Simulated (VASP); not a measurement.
# Co (P6_3/mmc) in VASP: notebook, part 3 of 3

VASP 6.6.1. Earlier steps stand in the parts before.

**18. Single point, PBEsol, collinear spin, ferromagnetic start (atoms moved at random, drawn with an rms of 0.05 Å)**

Input file INCAR:

```
SYSTEM = Co
PREC = Accurate
ENCUT = 520
EDIFF = 1E-7
ISMEAR = -1
SIGMA = 0.05
LREAL = .FALSE.
LASPH = .TRUE.
NELM = 120
ALGO = Normal
ISIF = 2
LWAVE = .FALSE.
LCHARG = .FALSE.
ISPIN = 2
MAGMOM = 2 2
LORBIT = 11
LMAXMIX = 4
GGA = PS
NBANDS = 20
```

Input file KPOINTS:

```
Automatic mesh
0
G
  12 12 7
  0 0 0
```

Input file POSCAR:

```
Co
1.0
    2.4719999032      0.0000000000      0.0000000000
   -1.2359999516      2.1408147143      0.0000000000
    0.0000000000      0.0000000000      4.0211440800
Co
2
Direct
    0.6648460000      0.3127030000      0.7427330000
    0.3433360000      0.6528870000      0.2401120000
```

Potentials or basis: VASP PAW PBE potentials, release 64 (Co).

The run is started by

```console
$ cat potpaw_PBE.64/Co/POTCAR > POTCAR
$ mpirun -np 1 vasp_std > vasp.out
```

OUTCAR:

```text
SYSTEM = Co
   PREC = Accurate
   ENCUT = 520
   EDIFF = 1E-7
   ISMEAR = -1
   LREAL = .FALSE.
   LASPH = .TRUE.
   NELM = 120
   ISIF = 2
   ISPIN = 2
   LORBIT = 11
   GGA = PS

 ion  position               nearest neighbor table
   1  0.665  0.313  0.743-   2 2.45   2 2.45   2 2.47   2 2.47   2 2.47   2 2.49
   2  0.343  0.653  0.240-   1 2.45   1 2.45   1 2.47   1 2.47   1 2.47   1 2.49

  LATTYP: Found a hexagonal cell.
 ALAT       =     2.4719999032
 C/A-ratio  =     1.6266764715

  Lattice vectors:

 A1 = (   2.4719999032,   0.0000000000,   0.0000000000)
 A2 = (  -1.2359999516,   2.1408147143,   0.0000000000)
[... 1321 lines left out ...]

 VOLUME and BASIS-vectors are now :
 -----------------------------------------------------------------------------
  energy-cutoff  :      520.00
  volume of cell :       21.28
      direct lattice vectors                 reciprocal lattice vectors
     2.471999903  0.000000000  0.000000000     0.404530760  0.233555943  0.000000000
    -1.235999952  2.140814714  0.000000000     0.000000000  0.467111887  0.000000000
     0.000000000  0.000000000  4.021144080     0.000000000  0.000000000  0.248685444

 POSITION                                       TOTAL-FORCE (eV/Angst)
 -----------------------------------------------------------------------------------
      1.25700      0.66944      2.98664         0.053616      0.037977     -0.062524
      0.04176      1.39771      0.96552        -0.053616     -0.037977      0.062524
 -----------------------------------------------------------------------------------
    total drift:                                0.000014     -0.000033     -0.000003

  FREE ENERGIE OF THE ION-ELECTRON SYSTEM (eV)
  ---------------------------------------------------
  free  energy   TOTEN  =       -15.4603685119 eV

  energy  without entropy=      -15.4443445335  energy(sigma->0) =      -15.45235652

 total charge

# of ion       s       p       d       tot
------------------------------------------
    1        0.497   0.542   7.271   8.310
    2        0.497   0.542   7.271   8.310
--------------------------------------------------
tot          0.994   1.084  14.541  16.620

 magnetization (x)

# of ion       s       p       d       tot
------------------------------------------
    1       -0.015  -0.050   1.669   1.604
    2       -0.015  -0.050   1.669   1.604
--------------------------------------------------
tot         -0.029  -0.101   3.337   3.208
```

stdout:

```text
POSCAR found type information on POSCAR Co
 POSCAR found :  1 types and       2 ions
 scaLAPACK will be used
 -----------------------------------------------------------------------------
|                                                                             |
|                                                                             |
|     You enforced a specific xc type in the INCAR file but a different       |
|     I HOPE YOU KNOW WHAT YOU ARE DOING!                                     |
|                                                                             |
 -----------------------------------------------------------------------------

 LDA part: xc-table for (Slater+PW92), standard interpolation
 POSCAR, INCAR and KPOINTS ok, starting setup
 FFT: planning ... GRIDC
 FFT: planning ... GRID_SOFT
 FFT: planning ... GRID
 WAVECAR not read
 entering main loop
```

Wall time 3.3 min (1 thread of Intel Xeon 6975P-C (Granite Rapids), shared host); peak memory 0.36 GiB.

What came out:

| Property | Result |
| --- | --- |
| Free energy | -15.4604 eV |
| Pressure | -6.5 GPa |
| Largest force | 0.091 eV/Å |
| Band gap on the k mesh | none (metal or under the smearing width) |
| Net moment | 3.19 μB per cell |
| Site moments | Co +1.60 μB |
| Valence electrons inside the program's atomic spheres | Co 8.31 |

Forces on the atoms (eV/Å):
```
Co   0.054  0.038 -0.063
Co  -0.054 -0.038  0.063
```

Levels at points of the mesh, in eV from the Fermi level:
Spin up:
```csv
k point,band 8,band 9,band 10,band 11,band 12,band 13,band 14,band 15
"(0.00, 0.00, 0.00)",-1.92,-1.85,-0.81,-0.73,-0.21,6.42,22.16,24.91
"(0.50, 0.00, 0.00)",-0.61,-0.53,-0.47,1.29,3.50,9.64,10.30,12.94
"(0.00, 0.50, 0.00)",-0.62,-0.56,-0.46,1.41,3.37,9.82,10.51,12.80
"(0.50, 0.50, 0.00)",-0.62,-0.55,-0.46,1.39,3.38,9.80,10.49,12.82
```
Spin down:
| k point | band 5 | band 6 | band 7 | band 8 | band 9 | band 10 |
| --- | --- | --- | --- | --- | --- | --- |
| (0.00, 0.00, 0.00) | -0.98 | -0.63 | -0.61 | -0.21 | -0.19 | -0.11 |
| (0.50, 0.00, 0.00) | -1.15 | -1.00 | -0.64 | 1.23 | 1.33 | 1.38 |
| (0.00, 0.50, 0.00) | -1.14 | -1.11 | -0.67 | 1.22 | 1.32 | 1.39 |
| (0.50, 0.50, 0.00) | -1.14 | -1.10 | -0.67 | 1.22 | 1.32 | 1.39 |

Caveat: the PAW data sets were made with another functional, which shifts forces and pressure a little.

**19. Equation of state, PBEsol, collinear spin, ferromagnetic start**

This step only gathers the single runs of the series.

What came out:

| Quantity | Value |
| --- | --- |
| Equilibrium volume | 10.32 Å³/atom |
| Bulk modulus at fixed shape and positions | 232 GPa |
| Pressure derivative of the bulk modulus | 4.4 |

Energy against volume, from the lowest point:
| volume (Å³/atom) | energy (meV/atom) |
| --- | --- |
| 10.002 | 6.98 |
| 10.215 | 0.09 |
| 10.427 | 0.00 |
| 10.640 | 5.89 |
| 10.853 | 17.17 |
| 11.066 | 33.29 |
| 11.279 | 53.73 |

Caveat: the cell was scaled at fixed shape and fractional positions, which overstates the stiffness of a crystal with free parameters, most of all of layers and chains; the PAW data sets were made with another functional, which shifts forces and pressure a little.

**20. Overview**

```tsv
task	level	cell	ladder	gap on the mesh (eV)	pressure (GPa)	moment (μB)	V0 of scaled cells (Å³/atom)	B0 (GPa)	largest force (eV/Å)
single point	PBE	as given	-	none	3.9	3.19	-	-	-
single point	PBE	atoms moved at random, drawn with an rms of 0.05 Å	-	none	3.9	3.20	-	-	0.10
equation of state	PBE	as given	-	-	-	-	10.84	205	-
single point	PBEsol	as given	free	none	-6.6	3.18	-	-	-
single point	PBEsol	atoms moved at random, drawn with an rms of 0.05 Å	free	none	-6.5	3.19	-	-	0.09
equation of state	PBEsol	as given	free	-	-	-	10.32	232	-
```

Alike in all rows: potentials or basis VASP PAW PBE potentials, release 64 (Co); spin collinear, ferromagnetic start; k mesh 12 × 12 × 7; cutoff (eV) 520; smearing fermi-dirac 0.05 eV.

Caveats: the PAW data sets were made with another functional, which shifts forces and pressure a little (some runs); the cell was scaled at fixed shape and fractional positions, which overstates the stiffness of a crystal with free parameters, most of all of layers and chains (some runs).

Absolute energies hang on the potentials; compare differences alone.
